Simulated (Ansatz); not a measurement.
**Metal on semiconductor: Si/SnSe2/Ca**

Wanted: barrier heights, local density of states and T(E) for Si/SnSe2/Ca. The semiconductor is Si diamond(111), undoped, with its far face capped by hydrogen, and the metal is Ca fcc(111), with SnSe2 1T layers between them (two layers in the relaxed core). After relaxation the nearest pair at the metal is Ca–Se at 2.76 Å, along the normal. The common net has a side of 3.84 Å, which strains the semiconductor by -0.7 %, the layer between by +0.0 % and the metal by -1.6 %, against typed lattice constants near PBE's. The first steps treat the bulk crystals alone.

Calculated with Ansatz 0.2.0; PBE+D3(BJ) DFT, plane waves, PAW files, in the first sound run; inputs show where later runs differ.

Report form: the programs' logs are mostly left out.

## (1) Starting point

It takes space group R-3m (No. 166, trigonal). Conventional cell: a = 3.840 Å, b = 3.840 Å, c = 9.522 Å, α = 90.00°, β = 90.00°, γ = 120.00°. Si has 4 Si at 2.35 to 2.38 Å nearest.

## (2) Layer spacing of the electrode, 6 atoms, electrode Si diamond(111)

The electrode is held to the junction's net and relaxed along the normal; its spacing is used for the ideal lead layers.

input.yaml

```yaml
crystal:
  lattice:
    - [3.84, 0.0, 0.0]
    - [-1.92, 3.3255375505, 0.0]
    - [0.0, 0.0, 9.522112031]
  atoms:
    - { symbol: Si, position: [0.0, 0.0, 0.0] }
    - { symbol: Si, position: [0.0, 0.0, 0.25] }
    - { symbol: Si, position: [0.3333333333, 0.6666666667, 0.3333333333] }
    - { symbol: Si, position: [0.3333333333, 0.6666666667, 0.5833333333] }
    - { symbol: Si, position: [0.6666666667, 0.3333333333, 0.6666666667] }
    - { symbol: Si, position: [0.6666666667, 0.3333333333, 0.9166666667] }
kpoints:
  mp_grid: { grid: [12, 12, 3] }
scf:
  occupations: { method: fermi_dirac, width: 0.1 }
  max_iter: 150
hamiltonian:
  xc: pbe
  dispersion: d3bj
relax:
  f_tol: 0.01
  max_steps: 40
  cell: { fix: [a, b, angles] }
```

The run is started by

```sh
> ansatz run input.yaml --threads 4 --pin off --max-ram 16384MiB --backend cpu --events-out ev --progress --plain --runs-dir out
```

The job ended after 5.1 s (4 threads of Arm Neoverse V2, shared host; peak memory 0.45 GiB).

Step by step:

| step | energy less that of the first step (eV) | largest force component (eV/Å) | pressure (GPa) | volume (Å³) |
| --- | --- | --- | --- | --- |
| 1 | 0.0000 | 0.1276 | -1.50 | 121.60 |
| 2 | -0.0168 | 0.0825 | -0.31 | 119.92 |
| 3 | -0.0176 | 0.0048 | -0.22 | 119.80 |
| 4* | -0.0174 | 0.0048 | -0.22 | 119.80 |

Relaxation steps marked * repeat the geometry before them on a plane-wave basis chosen anew for their cell, so energy and pressure can jump there.

Forces are held to the 36 operations that the run works with; a distortion that breaks them can't arise in this run.

| conventional cell, symmetrised | before | after | change |
| --- | --- | --- | --- |
| a (Å) | 3.840 | 3.840 | -0.0 % |
| b (Å) | 3.840 | 3.840 | -0.0 % |
| c (Å) | 9.522 | 9.381 | -1.5 % |
| volume (Å³/atom) | 20.27 | 19.97 | -1.5 % |

The relaxed structure:

```xyz
6
Lattice="3.8400 0.0000 0.0000 -1.9200 3.3255 0.0000 0.0000 0.0000 9.3811" Properties=species:S:1:pos:R:3 pbc="T T T"
Si    0.0000    0.0000   -0.0013
Si    0.0000    0.0000    2.3466
Si    0.0000    2.2170    3.1257
Si    0.0000    2.2170    5.4737
Si    1.9200    1.1085    6.2527
Si    1.9200    1.1085    8.6007
```

Numbers from this step:

| Item | Value |
| --- | --- |
| free energy | -3816.7307 eV |
| Fermi energy | 6.556 eV |
| pressure | -0.2223 GPa |

The relaxation ends with a largest force component of 0.0048 eV/Å.

## (3) Layer spacing of the electrode, 3 atoms, electrode Ca fcc(111)

System of this step: Ca. Symmetry: R-3m, No. 166, trigonal system. Conventional cell: a = 3.840 Å, b = 3.840 Å, c = 9.669 Å, α = 90.00°, β = 90.00°, γ = 120.00°. Ca has 12 Ca at 3.84 to 3.91 Å nearest.

input.yaml, the sections that differ from step 2:

```yaml
crystal:
  lattice:
    - [3.84, 0.0, 0.0]
    - [-1.92, 3.3255375505, 0.0]
    - [0.0, 0.0, 9.6693363496]
  atoms:
    - { symbol: Ca, position: [0.0, 0.0, 0.0] }
    - { symbol: Ca, position: [0.3333333333, 0.6666666667, 0.3333333333] }
    - { symbol: Ca, position: [0.6666666667, 0.3333333333, 0.6666666667] }
# kpoints, scf, hamiltonian, relax: as in step 2
```

Elapsed: 5.5 s, on 4 threads; peak memory 0.45 GiB; 21 s of CPU time.

Relaxation path:

| step | energy less that of the first step (eV) | largest force component (eV/Å) | pressure (GPa) | volume (Å³) |
| --- | --- | --- | --- | --- |
| 1 | 0.0000 | 0.0000 | -0.44 | 123.48 |
| 2 | -0.0098 | 0.0000 | -0.20 | 121.76 |
| 3 | -0.0135 | 0.0000 | 0.11 | 119.73 |
| 4 | -0.0136 | 0.0000 | 0.08 | 119.89 |
| 5* | -0.0134 | 0.0000 | 0.08 | 119.89 |

Relaxation steps marked * repeat the geometry before them on a plane-wave basis chosen anew for their cell, so energy and pressure can jump there.

Forces are held to the 36 operations that the run works with; a distortion that breaks them can't arise in this run.

| cell as run | before | after | change |
| --- | --- | --- | --- |
| a (Å) | 3.840 | 3.840 | -0.0 % |
| b (Å) | 3.840 | 3.840 | -0.0 % |
| c (Å) | 9.669 | 9.389 | -2.9 % |
| volume (Å³/atom) | 41.16 | 39.96 | -2.9 % |

The relaxed structure:

```xyz
3
Lattice="3.8400 0.0000 0.0000 -1.9200 3.3255 0.0000 0.0000 0.0000 9.3886" Properties=species:S:1:pos:R:3 pbc="T T T"
Ca    0.0000    0.0000    0.0000
Ca    0.0000    2.2170    3.1295
Ca    1.9200    1.1085    6.2590
```

This step gave:

| Property | Result |
| --- | --- |
| free energy | -5451.3520 eV |
| Fermi energy | 5.339 eV |
| pressure | 0.08070 GPa |

## (4) Relaxation

System of this step: Si/SnSe2/Ca. The cell holds 18 atoms: 6 Si, 4 Se, 2 Sn, 5 Ca and 1 H. Cell: a = 3.840 Å, b = 3.840 Å, c = 51.154 Å, α = 90.0°, β = 90.0°, γ = 120.0°. Vacuum lies along c.

The bonds at the contact set its dipole, and with it the barrier heights, so the interface is relaxed first in a short slab. The dipole correction removes the field between the unlike outer faces.

input.yaml

```yaml
crystal:
  lattice:
    - [3.84, 0.0, 0.0]
    - [-1.92, 3.3255375505, 0.0]
    - [0.0, 0.0, 51.1540324894]
  atoms:
    - { symbol: Si, position: [0.0, 0.0, 0.1563904078] }
    - { symbol: Si, position: [0.33333333, 0.66666667, 0.1719025638] }
    - { symbol: Si, position: [0.33333333, 0.66666667, 0.2184390321] }
    - { symbol: Si, position: [0.66666667, 0.33333333, 0.2339511882] }
    - { symbol: Si, position: [0.66666667, 0.33333333, 0.2804876564] }
    - { symbol: Si, position: [0.0, 0.0, 0.2959998125] }
    - { symbol: Se, position: [0.0, 0.0, 0.3526913353] }
    - { symbol: Sn, position: [0.66666667, 0.33333333, 0.3837739288] }
    - { symbol: Se, position: [0.33333333, 0.66666667, 0.4148565224] }
    - { symbol: Se, position: [0.0, 0.0, 0.4727209732] }
    - { symbol: Sn, position: [0.66666667, 0.33333333, 0.5038035668] }
    - { symbol: Se, position: [0.33333333, 0.66666667, 0.5348861603] }
    - { symbol: Ca, position: [0.33333333, 0.66666667, 0.5915776831] }
    - { symbol: Ca, position: [0.66666667, 0.33333333, 0.6545856604] }
    - { symbol: Ca, position: [0.0, 0.0, 0.7175936377] }
    - { symbol: Ca, position: [0.33333333, 0.66666667, 0.780601615] }
    - { symbol: Ca, position: [0.66666667, 0.33333333, 0.8436095922] }
    - { symbol: H, position: [0.0, 0.0, 0.1270672063] }
kpoints:
  mp_grid: { grid: [8, 8, 1] }
scf:
  occupations: { method: fermi_dirac, width: 0.1 }
  max_iter: 150
hamiltonian:
  xc: pbe
  dispersion: d3bj
efield:
  axis: 3
  dipole_correction: true
relax:
  f_tol: 0.04
  max_steps: 60
output:
  forces: true
```

Run time: 2.4 min. Hardware: 4 threads; peak memory 1.8 GiB; 9.3 min of CPU time.

Relaxation path:

| step | energy less that of the first step (eV) | largest force component (eV/Å) |
| --- | --- | --- |
| 1 | 0.0000 | 1.2766 |
| 2 | -0.2597 | 0.7979 |
| 3 | -0.5221 | 0.8072 |
| 4 | -0.6601 | 0.3776 |
| 5 | -0.6559 | 1.1328 |
| 6 | -0.6868 | 0.0724 |
| 7 | -0.6982 | 0.0329 |
| 8 | -0.7122 | 0.0190 |
| 9 | -0.7183 | 0.0285 |

Relaxation step 5 was tried and not accepted.

The run keeps the 6 symmetry operations that it works with, so distortions that break them were not tested.

The atoms that moved most (Å):

| atom | dx | dy | dz | length |
| --- | --- | --- | --- | --- |
| Ca17 | 0.000 | 0.000 | -0.790 | 0.790 |
| Ca16 | 0.000 | 0.000 | -0.638 | 0.638 |
| Si1 | 0.000 | 0.000 | 0.561 | 0.561 |
| H18 | 0.000 | 0.000 | 0.557 | 0.557 |
| Ca15 | 0.000 | 0.000 | -0.543 | 0.543 |
| Si2 | 0.000 | 0.000 | 0.530 | 0.530 |
| Si3 | 0.000 | 0.000 | 0.496 | 0.496 |
| Si4 | 0.000 | 0.000 | 0.482 | 0.482 |

Numbers from this step:

* free energy: -46846.5904 eV
* Fermi energy: 4.040 eV

The largest force component on a free atom ends at 0.029 eV/Å. At one or more of this run's solves the program warned of density in the dipole ramp over its bound, where dipole, forces and levels can be off.

## (5) The contact's transmission, atomic planes in the barrier 3, gap between the electrodes 8.61 Å

This step: PBE DFT, plane waves, PAW files; ballistic transmission by layer matching between semi-infinite leads (Ansatz 0.2.0).

System of this step: Si/SnSe2/Ca. The cell holds 25 atoms: 12 Si, 2 Se, 1 Sn, 9 Ca and 1 H. Its edges and angles: a = 3.840 Å, b = 3.840 Å, c = 65.485 Å, α = 90.0°, β = 90.0°, γ = 120.0°. Regions: left electrode, 12 atoms (12 Si); barrier, 3 atoms (2 Se and 1 Sn); right electrode, 9 atoms (9 Ca). Vacuum lies along c.

The semiconductor is one lead and the metal the other. The lead's open channels mark its band edges against the Fermi level.

input.yaml

```yaml
crystal:
  lattice:
    - [3.84, 0.0, 0.0]
    - [-1.92, 3.3255375505, 0.0]
    - [0.0, 0.0, 65.484841579]
  atoms:
    - { symbol: Si, position: [0.0, 0.0, 0.1298010317] }
    - { symbol: Si, position: [0.33333333, 0.66666667, 0.1416980968] }
    - { symbol: Si, position: [0.33333333, 0.66666667, 0.1775531119] }
    - { symbol: Si, position: [0.66666667, 0.33333333, 0.189450177] }
    - { symbol: Si, position: [0.66666667, 0.33333333, 0.225305192] }
    - { symbol: Si, position: [0.0, 0.0, 0.2372022571] }
    - { symbol: Si, position: [0.0, 0.0, 0.2730572722] }
    - { symbol: Si, position: [0.33333333, 0.66666667, 0.2849543373] }
[... 13 atom lines left out ...]
    - { symbol: Ca, position: [0.33333333, 0.66666667, 0.7975250093] }
    - { symbol: Ca, position: [0.66666667, 0.33333333, 0.845315021] }
    - { symbol: Ca, position: [0.0, 0.0, 0.8931050327] }
    - { symbol: H, position: [0.0, 0.0, 0.1068949673] }
kpoints:
  mp_grid: { grid: [8, 8, 1] }
scf:
  occupations: { method: fermi_dirac, width: 0.1 }
  max_iter: 150
hamiltonian:
  xc: pbe
efield:
  axis: 3
  dipole_correction: true
output:
  transmission:
    kmesh: [12, 12]
    e_range: [-2.5, 2.5]
    de: 0.05
    leads: [[4, 6], [20, 21]]
  dos: { projected: true, e_range: [-6, 5], de: 0.05 }
  write_potential: true
  write_density: true
  volumetric_format: npy
  elf: true
```

It took 2.3 min on 4 threads; peak memory 2.7 GiB.

Numbers from this step:

- free energy: -40960.5650 eV
- Fermi energy: 4.331 eV
- level to which the leads are filled: 0 eV from the Fermi level
- transmission at the Fermi level (a spin, zone mean): 0
- channels of the lower lead: 0
- channels of the upper lead: 1.111
- potential step in the lower lead: 5.9 meV
- potential step in the upper lead: 7.6 meV

One spin. Transmission, zone mean against energy, zero at the Fermi level:

| energy (eV) | transmission, zone mean |
| --- | --- |
| -2.400 | 0.0902 |
| -2.200 | 0.0943 |
| -2.000 | 0.141 |
| -1.800 | 0.148 |
| -1.600 | 0.135 |
| -1.400 | 0.0867 |
| -1.200 | 0.0918 |
| -1.000 | 0.107 |
| -0.800 | 0.0165 |
| -0.600 | 0 |
| -0.400 | 0 |
| -0.200 | 0 |
| 0.000 | 0 |
| 0.200 | 0 |
| 0.400 | 0.00441 |
| 0.600 | 0.00898 |
| 0.800 | 0.0103 |
| 1.000 | 0.0701 |
| 1.200 | 0.328 |
| 1.250 | 0.357 |
| 1.400 | 0.307 |
| 1.600 | 0.393 |
| 1.800 | 0.494 |
| 2.000 | 0.387 |
| 2.200 | 0.305 |
| 2.400 | 0.148 |

One spin. Table of open channels, zone mean by energy, zero at the Fermi level:

| energy (eV) | lower lead | upper lead |
| --- | --- | --- |
| -2.400 | 1.72 | 0.424 |
| -2.200 | 1.59 | 0.507 |
| -2.000 | 1.42 | 0.590 |
| -1.800 | 1.30 | 0.590 |
| -1.600 | 1.22 | 0.632 |
| -1.400 | 0.854 | 0.757 |
| -1.200 | 0.646 | 0.840 |
| -1.000 | 0.396 | 0.861 |
| -0.800 | 0.312 | 0.812 |
| -0.600 | 0.146 | 0.896 |
| -0.400 | 0.0208 | 0.833 |
| -0.200 | 0 | 0.625 |
| 0.000 | 0 | 1.11 |
| 0.200 | 0 | 0.778 |
| 0.400 | 0.125 | 1.07 |
| 0.600 | 0.292 | 1.30 |
| 0.800 | 0.5 | 1.05 |
| 1.000 | 0.75 | 1.38 |
| 1.200 | 0.924 | 1.11 |
| 1.400 | 1.32 | 1.07 |
| 1.600 | 1.49 | 0.944 |
| 1.800 | 1.99 | 0.903 |
| 2.000 | 2.15 | 0.778 |
| 2.200 | 2.32 | 0.611 |
| 2.400 | 2.03 | 0.583 |

Projected DOS an atom over height of the atomic layer and energy from the Fermi level. Layers: H Si Si Si Si Si Si Si Si Si Si Si Si Se Sn Se Ca Ca Ca Ca Ca Ca Ca Ca Ca; projections on atoms miss part of the total, and the computed bands can run out at the top of the range; a column is the mean of 2 neighbouring layers, the last of those left over.

Ten even steps from '0' (0.00 states/eV) to '9' (1.03 states/eV), each cell a mean:
```
0122222200000
0011100010001
0000000021101
0000002521112
0000013444445
0010014555556
0122224345555
1233224645565
2444434534334
3666766533334
2655557724343
3856676612212
3777656612222
3665667922221
4565556811111
3456556601110
4434445500000
5443335300000
0011125300000
0111112200000
1111111000000
0111110000000
```
Columns: height of the atomic layer (Å) from 7.75 to 58.5 (not evenly spaced); rows upwards: energy from the Fermi level (eV) from -6 to 1.1.

ELF in the ca plane at fractional y = 0.000, with atoms of Si and Se and Ca and H within 0.2 Å of it. It is the smooth field of the valence electrons, not physical close to the nuclei.

Ten even steps from '0' (0.00 × 1e-1) to '9' (9.99 × 1e-1), each cell a mean:
```
00000000000002699999994234520000000000135432
00000000000000379999974577630001222100146765
00000000000000025776545788631124565311247887
00000000000000000011114677532346888632346776
00000000000000000000012455433457999743334554
00000000000000000000013566533357998643345664
00000000000000001333225788632235787522246886
00000000000000158998755788631012343210147886
00000000000001589999984356520000110000136643
00000000000002699999994323420000000000134333
```
Columns run along c (16.0 Å, from fractional 0.00 to 0.24 of the cell), rows up along a (3.8 Å). Atoms in or near the plane, at fractional coordinates: Si at (0.13, 0.00), Si at (0.24, 0.00), H at (0.11, 0.00).

Valence density in the ca plane at fractional y = 0.000, with atoms of Si and Se and Ca and H within 0.2 Å of it. It is the smooth field of the valence electrons, not physical close to the nuclei.

Values in units of 1e-1 e/Å³, 6 rows by 16 columns, each cell a mean:
```
0.0 0.0 0.0 0.0 0.0 0.1 1.9 6.4 2.8 2.7 0.5 0.5 0.5 0.4 1.9 2.8
0.0 0.0 0.0 0.0 0.0 0.0 0.3 1.2 3.0 2.6 0.8 1.5 1.8 0.8 1.9 3.5
0.0 0.0 0.0 0.0 0.0 0.0 0.1 0.3 1.6 2.1 1.3 3.2 4.1 1.4 1.8 2.1
0.0 0.0 0.0 0.0 0.0 0.0 0.1 0.4 1.9 2.2 1.1 2.8 3.5 1.3 1.8 2.4
0.0 0.0 0.0 0.0 0.0 0.0 0.6 2.0 3.4 2.8 0.7 1.0 1.3 0.6 1.9 3.8
0.0 0.0 0.0 0.0 0.0 0.1 2.8 9.1 2.2 2.5 0.4 0.4 0.4 0.3 1.9 2.1
```
Columns run along c (16.0 Å, from fractional 0.00 to 0.24 of the cell), rows up along a (3.8 Å). Atoms in or near the plane, at fractional coordinates: Si at (0.13, 0.00), Si at (0.24, 0.00), H at (0.11, 0.00).

Electrostatic potential energy in the ca plane at fractional y = 0.000, with atoms of Si and Se and Ca and H within 0.2 Å of it. With pseudopotentials it is smooth inside the atoms' cores, unlike the true potential.

Ten even steps from '0' (-19 eV) to '9' (8 eV), each cell a mean:
```
99999999997300005414522789999999999999999999
99999999998620037731116888999999999888899999
99888889998876678886678888889999999877889998
98777788988778899999998766788889998776778988
88766678987778999999998755677778998766678888
88766778987778899999998765678788998766678888
98887889998877789998888877788889998877788998
99988999998753368853247888899999999888889999
99999999998400016512313889999999999988999999
99999999997200004315631789999999999999999999
```
Columns run along c (16.0 Å, from fractional 0.31 to 0.55 of the cell; values clipped at the 3rd and 97th percentile), rows up along a (3.8 Å). Atoms in or near the plane, at fractional coordinates: Si at (0.38, 0.00), Se at (0.42, 0.00).

The semiconductor's channels close between -0.35 and +0.25 eV. In the worse lead the potential repeats within 7.6 meV, which the program lets pass. At one or more of this run's solves the program warned of density in the dipole ramp over its bound, where dipole, forces and levels can be off.

(Continued in part 2 of 3.)

[Logs are printed without paths, hosts, clocks, repeated set-up lines and the standing remarks that a program may print on its own settings, such as how far it seeks lower states.]

[Hosts, paths, dates, database ids (printed as entryN), source tags and the programs' standing remarks are cut or masked in the printed files.]
